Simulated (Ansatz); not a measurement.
# Ge (P6_3/mmc) in Ansatz: reference runs

Reference runs on Ge: the cell as given and a disturbed copy.

Everything below comes from runs of Ansatz 0.2.0. Logs are shortened: lines on timing, memory, paths and dates and some standing lists are left out, and cuts for length are marked.

**1. The structure**

The structure is hexagonal, space group P6_3/mmc (No. 194). Conventional cell: a = 3.998 Å, b = 3.998 Å, c = 6.599 Å, α = 90.00°, β = 90.00°, γ = 120.00°. Around Ge (site symmetry 3m) lie 4 Ge at 2.45 to 2.47 Å.

This isn't the form of Ge at room conditions, which is diamond.

**2. Single point, PBE**

Input file input.yaml:

```yaml
crystal:
  lattice:
    - [3.9975858431, 0.0, 0.0]
    - [-1.9987929216, 3.462010894, 0.0]
    - [0.0, 0.0, 6.59937795]
  atoms:
    - { symbol: Ge, position: [0.3333333333, 0.6666666667, 0.93709875] }
    - { symbol: Ge, position: [0.6666666667, 0.3333333333, 0.43709875] }
    - { symbol: Ge, position: [0.3333333333, 0.6666666667, 0.56290125] }
    - { symbol: Ge, position: [0.6666666667, 0.3333333333, 0.06290125] }
kpoints:
  mp_grid: { grid: [8, 8, 4] }
scf:
  occupations: { method: fermi_dirac, width: 0.05 }
hamiltonian:
  xc: pbe
  pseudopotentials: { kind: all_electron, lapw: { basis_error: 0.001 } }
output:
  forces: true
  stress: true
  eigenvalues: true
  populations: true
```

Potentials or basis: all-electron LAPW, scalar-relativistic.

Run with:

```
$ ansatz run input.yaml --threads 2 --pin off --max-ram 6144MiB --backend cpu --events-out ev --progress --plain --runs-dir out
```

What it wrote:

```text
Warning: RAYON_NUM_THREADS=2 ignored (pool sized by the plan → 2); use --threads N
Ge: projections on atomic orbitals take those of the free atom 1s2 2s2 2p6 3s2 3p6 3d10 4s2 4p2, of charge +0.00 (hamiltonian.pseudopotentials.projection_atoms)
LAPW: plane waves up to 9.098 Å⁻¹, error target 1.0e-3 eV per atom; small_component_spin mean_spin; Ge in spheres of 1.226 Å, 22 of its electrons in bands, Dirac shells [] (how accurate: hamiltonian.pseudopotentials.lapw.basis_error, Limitations)
Engine: ansatz 0.2.0, x86_64-unknown-linux-gnu
Pseudopotentials: kind: all_electron
Pseudopotential: Ge, LAPW, valence charge 22, lapw/all_electron/scalar/gaussian/Ge, Koelling and Harmon's equation, gaussian nucleus
Functional definition: PBE
  parameter kappa = 0.804
  parameter beta = 0.06672455060314922
  exchange = pbe_x(kappa = kappa, mu = beta*pi^2/3)
  correlation = pbe_c(beta = beta)
Crystal: 4 atoms, lattice volume = 91.333 Å³
Basis set: ecut = 315.3837796891771 eV, 1129 PW (Γ), exchange–correlation at level 2
Bands: 53, of which v1, the nominal top of the filled ones, is band 44 counted from 1 (43 counted from 0)
Symmetry: 24 space group operations
Space group: P63/mmc (ITA 194), of the structure as read, at distance tolerance 4.5e-5 Å
k-points: 30 of 256
Non-local potential: Ge, projectors of the file, none
Initial density: superposition of atomic densities (chi_scale 0.1, normalization cell)
Initial wavefunctions: plane waves of lowest kinetic energy (no species holds an atomic orbital)
Functional: x = pbe(κ = 0.804, μ = 0.2195149727645171), c = pbe(β = 0.06672455060314922)
iter 1 solved again at ethr=9.68e-4 eV; its pass at ethr=1.00e-1 eV (dr2=8.52e-1 eV) is discarded
SCF iter   1: F=—  HF=-228465.274993 eV  |F-HF|=—  |Δ(HF+E_count)|=         —  Δρ=2.87e-2  dr2=8.56e-1  ethr=9.68e-4  ⟨swp⟩=2.1  Hψ=9752  notcnv=0
preconditioner: auto → Resta (q_TF=auto, 2.711 Å⁻¹)  ε∞=2.5  [insulator: Δε(μ)=0.116 eV  Ē_g=23.812 eV  σ=0.050 eV  W_gap=0.52  n_scr=34 (ndim 8)  ℏωp=29.1 eV  f_vac=0.086  D(μ)=0.14/eV (n_scr^D=0)  ε∞_Penn≈2.5]
SCF iter   2: F=—  HF=-228465.176434 eV  |F-HF|=—  |Δ(HF+E_count)|=   9.86e-2  Δρ=1.74e-2  dr2=3.56e-1  ethr=9.68e-4  ⟨swp⟩=2.0  Hψ=4535  notcnv=0
iter 3 solved again at ethr=8.18e-6 eV; its pass at ethr=4.05e-4 eV (dr2=7.20e-3 eV) is discarded
SCF iter   3: F=—  HF=-228465.167607 eV  |F-HF|=—  |Δ(HF+E_count)|=   8.83e-3  Δρ=2.25e-3  dr2=7.17e-3  ethr=8.18e-6  ⟨swp⟩=2.0  Hψ=7958  notcnv=0
SCF iter   4: F=—  HF=-228465.117911 eV  |F-HF|=—  |Δ(HF+E_count)|=   4.97e-2  Δρ=1.41e-3  dr2=2.24e-3  ethr=8.15e-6  ⟨swp⟩=2.1  Hψ=4452  notcnv=0
SCF iter   5: F=—  HF=-228465.120301 eV  |F-HF|=—  |Δ(HF+E_count)|=         —  Δρ=2.61e-4  dr2=1.04e-4  ethr=2.54e-6  ⟨swp⟩=3.0  Hψ=4795  notcnv=0
the basis was enlarged: its passes take 229.5 KiB over the memory plan, 2 of 2 planned eigensolver slots
SCF iter   6: F=—  HF=-228465.120539 eV  |F-HF|=—  |Δ(HF+E_count)|=   2.38e-4  Δρ=8.11e-5  dr2=6.96e-6  ethr=1.18e-7  ⟨swp⟩=3.0  Hψ=4688  notcnv=0
SCF iter   7: F=—  HF=-228465.120564 eV  |F-HF|=—  |Δ(HF+E_count)|=   2.55e-5  Δρ=1.03e-5  dr2=1.07e-7  ethr=7.91e-9  ⟨swp⟩=3.0  Hψ=4689  notcnv=0
SCF iter   8: F=-228465.120565 eV  HF=-228465.120565 eV  |F-HF|=4.96e-8  |Δ(HF+E_count)|=   2.71e-7  Δρ=4.29e-6  dr2=1.98e-8  ethr=1.21e-10  ⟨swp⟩=3.0  Hψ=4678  notcnv=0
SCF 1 converged in 8 iterations: F = -228465.120565 eV  dr2 = 1.98e-8
SCF converged after 8 iterations
Free energy (F): -228465.120565 eV
Harris-Foulkes:  -228465.120565 eV  (|F-HF|=4.96e-8)
Internal energy: -228465.119347 eV  (E = F + TS)
E sigma→0 (E₀):  -228465.119956 eV
Entropy (-TS):   -0.001218 eV (-0.304 meV/atom)
Fermi energy:    9.941564 eV
--- Per-component energies (eV) ---
  E_band       = -4180.826485
  E_kinetic    = 233259.635140
  E_xc         = -8681.623045
  E_electrostatic = -453043.131442  (all electrons and nuclei)
  E_smearing   = -0.001218  (= −TS)
  E_closure    = 0.000000  (closes the sum)
  E_atoms      = -228447.199669  (free atoms, spherical and without spin; not in F)
  Σ components = -228465.120565   (vs F -228465.120565, Δ=0.00e0)
  Basis errors (estimates in eV, not in F): energy 4.4e-4 per atom: plane waves 4.0e-4 (2.4e-4 summed), levels above the bands 3.5e-63, relativity 3.2e-8, radial functions 4.4e-5, core shells 2.1e-11; eigenvalues (radial functions only) 3.6e-7; not estimated: angular momenta, meshes, grids; target (lapw.basis_error) 1.0e-3; muffin-tin radii Ge 1.226 Å
--- Forces (eV/Å), atoms counted from 1 ---
  atom   1  Ge    -0.00000000     0.00000000    -0.01371801
  atom   2  Ge     0.00000000    -0.00000000    -0.01371801
  atom   3  Ge    -0.00000000     0.00000000     0.01371801
  atom   4  Ge     0.00000000    -0.00000000     0.01371801
  max |Σ_I F_I| component: 3.47e-18 eV/Å
--- Stress (GPa, compression-positive) ---
        3.022396      -0.000000       0.000000
       -0.000000       3.022396       0.000000
        0.000000       0.000000       2.754504
  P = ⅓ Tr σ = 2.9331 GPa (29.331 kbar)
--- Band table (eV; the first three rows and the last of 30) ---
  k-point 0: bands = ["-153.9145", "-153.9140", "-153.9127", "-153.9122", "-101.0484", "-101.0473", "-101.0459", "-101.0459", "-101.0454", "-101.0454", "-101.0416", "-101.0405", "-101.0369", "-101.0369", "-101.0364", "-101.0364", "-14.9772", "-14.9772", "-14.9391", "-14.9391", "-14.9390", "-14.9260", "-14.9144", "-14.9144", "-14.8624", "-14.8624", "-14.7384", "-14.7384", "-14.7244", "-14.7087", "-14.7045", "-14.7045", "-14.6874", "-14.6874", "-14.6569", "-14.6569", "-2.8588", "-0.8206", "2.3088", "8.4348", "8.4348", "9.7544", "9.8372", "9.9107", "10.0311", "10.0311", "12.1784", "12.1784", "12.6645", "14.4613", "14.4613", "16.0652", "17.2506"]
  k-point 1: bands = ["-153.9144", "-153.9141", "-153.9127", "-153.9123", "-101.0483", "-101.0475", "-101.0458", "-101.0458", "-101.0455", "-101.0455", "-101.0414", "-101.0406", "-101.0368", "-101.0368", "-101.0365", "-101.0365", "-14.9730", "-14.9730", "-14.9478", "-14.9478", "-14.9364", "-14.9272", "-14.9047", "-14.9047", "-14.8700", "-14.8700", "-14.7327", "-14.7327", "-14.7227", "-14.7116", "-14.7096", "-14.7096", "-14.6817", "-14.6817", "-14.6608", "-14.6608", "-2.6717", "-1.3398", "3.2069", "7.4152", "8.5990", "8.5990", "9.6730", "9.6730", "10.0374", "11.2227", "12.5446", "12.5446", "13.1769", "14.0608", "14.0608", "16.5507", "17.8166"]
  k-point 2: bands = ["-153.9143", "-153.9143", "-153.9125", "-153.9125", "-101.0479", "-101.0479", "-101.0457", "-101.0457", "-101.0457", "-101.0457", "-101.0410", "-101.0410", "-101.0366", "-101.0366", "-101.0366", "-101.0366", "-14.9619", "-14.9619", "-14.9619", "-14.9619", "-14.9312", "-14.9312", "-14.8870", "-14.8870", "-14.8870", "-14.8870", "-14.7207", "-14.7207", "-14.7207", "-14.7207", "-14.7178", "-14.7178", "-14.6706", "-14.6706", "-14.6706", "-14.6706", "-2.1297", "-2.1297", "5.1091", "5.1091", "9.0578", "9.0578", "9.0578", "9.0578", "10.6068", "10.6068", "13.2801", "13.2801", "13.2801", "13.2801", "15.4915", "15.4915", "17.3860"]
  k-point 29: bands = ["-153.9136", "-153.9136", "-153.9131", "-153.9131", "-101.0488", "-101.0488", "-101.0464", "-101.0464", "-101.0440", "-101.0440", "-101.0401", "-101.0401", "-101.0384", "-101.0384", "-101.0359", "-101.0359", "-14.9912", "-14.9912", "-14.9697", "-14.9697", "-14.9052", "-14.9052", "-14.8445", "-14.8445", "-14.8287", "-14.8287", "-14.7859", "-14.7859", "-14.7614", "-14.7614", "-14.7335", "-14.7335", "-14.6602", "-14.6602", "-14.6363", "-14.6363", "0.1259", "0.1259", "1.8553", "1.8553", "5.8066", "5.8066", "7.8430", "7.8430", "11.1713", "11.1713", "14.1682", "14.1682", "14.6900", "14.6900", "17.0446", "17.0446", "18.0515"]
--- Löwdin populations: 4 sites ---
  site symbol       q [e]
     0     Ge     31.9779
     1     Ge     31.9779
     2     Ge     31.9779
     3     Ge     31.9779
  spilling = 0.000690 (of n_electrons = 128.000000)
```

Wall time 20 s (2 threads of Intel Xeon Platinum 8259CL at 2.50GHz (Skylake/Cascade Lake), shared host); peak memory 0.51 GiB.

What came out:

* Free energy: -228465.1206 eV
* Pressure: 2.9 GPa
* Largest force: 0.014 eV/Å
* Band gap on the k mesh: 0.12 eV, direct

Forces in eV/Å, atoms in the order of the input:
```
Ge   0.000  0.000 -0.014
Ge   0.000  0.000 -0.014
Ge   0.000  0.000  0.014
Ge   0.000  0.000  0.014
```

Stress tensor (GPa, compression positive):
```
3.02 0.00 0.00
0.00 3.02 0.00
0.00 0.00 2.75
```

Levels at points of the mesh, in eV from the valence-band top:
```csv
k point,band 40,band 41,band 42,band 43,band 44,band 45,band 46,band 47,band 48,band 49
"(0.00, 0.00, 0.00)",-1.48,-1.48,-0.16,-0.07,0.00,0.12,0.12,2.27,2.27,2.75
"(0.00, 0.00, -0.50)",-4.80,-0.85,-0.85,-0.85,-0.85,0.70,0.70,3.37,3.37,3.37
"(0.00, -0.50, 0.00)",-6.74,-4.57,-3.06,-2.80,-1.44,0.55,1.66,3.57,3.71,4.32
"(0.00, -0.50, -0.50)",-7.86,-2.54,-2.54,-2.40,-2.40,0.54,0.54,2.12,2.12,6.11
```

**3. Equation of state, PBE**

Potentials or basis: all-electron LAPW, scalar-relativistic.

No new run: the results of the series are fitted here.

Results:

- Equilibrium volume: 23.88 Å³/atom
- Bulk modulus at fixed shape and positions: 58 GPa
- Pressure derivative of the bulk modulus: 4.7 (rough: it moves with the points fitted)

Energy against volume, from the lowest point:
| volume (Å³/atom) | energy (meV/atom) |
| --- | --- |
| 21.463 | 54.68 |
| 21.920 | 34.50 |
| 22.377 | 19.52 |
| 22.833 | 9.09 |
| 23.290 | 2.70 |
| 23.747 | 0.00 |
| 24.203 | 0.65 |

Caveat: the cell was scaled at fixed shape and fractional positions, which overstates the stiffness of a crystal with free parameters, most of all of layers and chains.

**4. Single point, PBE (atoms moved at random, drawn with an rms of 0.05 Å)**

Input file input.yaml:

```yaml
crystal:
  lattice:
    - [3.9975858431, 0.0, 0.0]
    - [-1.9987929216, 3.462010894, 0.0]
    - [0.0, 0.0, 6.59937795]
  atoms:
    - { symbol: Ge, position: [0.328034, 0.664887, 0.939588] }
    - { symbol: Ge, position: [0.677631, 0.339187, 0.433296] }
    - { symbol: Ge, position: [0.343627, 0.670521, 0.567255] }
    - { symbol: Ge, position: [0.673128, 0.326905, 0.061173] }
kpoints:
  mp_grid: { grid: [8, 8, 4] }
scf:
  occupations: { method: fermi_dirac, width: 0.05 }
hamiltonian:
  xc: pbe
  pseudopotentials: { kind: all_electron, lapw: { basis_error: 0.001 } }
output:
  forces: true
  stress: true
  eigenvalues: true
  populations: true
```

Potentials or basis: all-electron LAPW, scalar-relativistic.

Run with:

```
$ ansatz run input.yaml --threads 2 --pin off --max-ram 6144MiB --backend cpu --events-out ev --progress --plain --runs-dir out
```

What it wrote:

```text
Warning: RAYON_NUM_THREADS=2 ignored (pool sized by the plan → 2); use --threads N
Ge: projections on atomic orbitals take those of the free atom 1s2 2s2 2p6 3s2 3p6 3d10 4s2 4p2, of charge +0.00 (hamiltonian.pseudopotentials.projection_atoms)
LAPW: plane waves up to 9.324 Å⁻¹, error target 1.0e-3 eV per atom; small_component_spin mean_spin; Ge in spheres of 1.203 Å, 22 of its electrons in bands, Dirac shells [] (how accurate: hamiltonian.pseudopotentials.lapw.basis_error, Limitations)
[... 4 set-up lines as earlier in the session ...]
[... 62 lines left out ...]
  k-point 2: bands = ["-153.9852", "-153.9833", "-153.8492", "-153.8477", "-101.1179", "-101.1162", "-101.1160", "-101.1152", "-101.1098", "-101.1042", "-100.9811", "-100.9803", "-100.9791", "-100.9777", "-100.9729", "-100.9720", "-15.0454", "-15.0251", "-14.9687", "-14.9680", "-14.9664", "-14.9491", "-14.8874", "-14.8852", "-14.8310", "-14.8293", "-14.7729", "-14.7693", "-14.7592", "-14.7487", "-14.7011", "-14.6930", "-14.6466", "-14.6451", "-14.6147", "-14.6128", "-2.2460", "-2.0067", "5.0531", "5.0763", "8.7518", "9.1362", "9.1834", "9.2280", "10.4766", "10.8064", "12.9934", "13.3158", "13.3740", "13.4466", "15.4015", "15.5472", "17.3408"]
  k-point 131: bands = ["-153.9847", "-153.9837", "-153.8487", "-153.8481", "-101.1183", "-101.1167", "-101.1166", "-101.1121", "-101.1119", "-101.1039", "-100.9808", "-100.9804", "-100.9804", "-100.9765", "-100.9734", "-100.9717", "-15.0576", "-15.0112", "-15.0071", "-14.9537", "-14.9280", "-14.8970", "-14.8888", "-14.8836", "-14.8420", "-14.8308", "-14.8009", "-14.7474", "-14.7443", "-14.7415", "-14.7321", "-14.6931", "-14.6738", "-14.6423", "-14.6271", "-14.5954", "-0.4683", "-0.1518", "2.1176", "2.2093", "7.2740", "7.3126", "7.3575", "7.6692", "10.3545", "10.5323", "11.8838", "12.2116", "15.8909", "16.0776", "17.3823", "17.4938", "20.3191"]
--- Löwdin populations: 4 sites ---
  site symbol       q [e]
     0     Ge     31.9716
     1     Ge     31.9841
     2     Ge     31.9841
     3     Ge     31.9716
  spilling = 0.000691 (of n_electrons = 128.000000)
```

Wall time 3.5 min (2 threads of Intel Xeon Platinum 8259CL at 2.50GHz (Skylake/Cascade Lake), shared host); peak memory 1.1 GiB.

What came out:

* Free energy: -228465.0895 eV
* Pressure: 3.0 GPa
* Largest force: 0.648 eV/Å
* Band gap on the k mesh: 0.06 eV, direct

Forces in eV/Å, atoms in the order of the input:
```
Ge   0.617 -0.141 -0.137
Ge   0.030 -0.084  0.391
Ge  -0.043  0.066 -0.379
Ge  -0.604  0.158  0.124
```

A k mesh can miss the band edges.

**5. Overview**

| task | cell | cutoff (eV) | gap on the mesh (eV) | pressure (GPa) | largest force (eV/Å) |
| --- | --- | --- | --- | --- | --- |
| single point | as given | 315 | 0.12 | 2.9 | 0.01 |
| equation of state | as given | - | - | - | - |
| single point | atoms moved at random, drawn with an rms of 0.05 Å | 331 | 0.06 | 3.0 | 0.65 |

Alike in all rows: level PBE; potentials or basis all-electron LAPW, scalar-relativistic; no spin polarisation; k mesh 8 × 8 × 4; smearing fermi-dirac 0.05 eV; basis error allowed 0.001 eV/atom.

Caveats: the cell was scaled at fixed shape and fractional positions, which overstates the stiffness of a crystal with free parameters, most of all of layers and chains (some runs).

Compare energies only between runs with the same functional and basis.
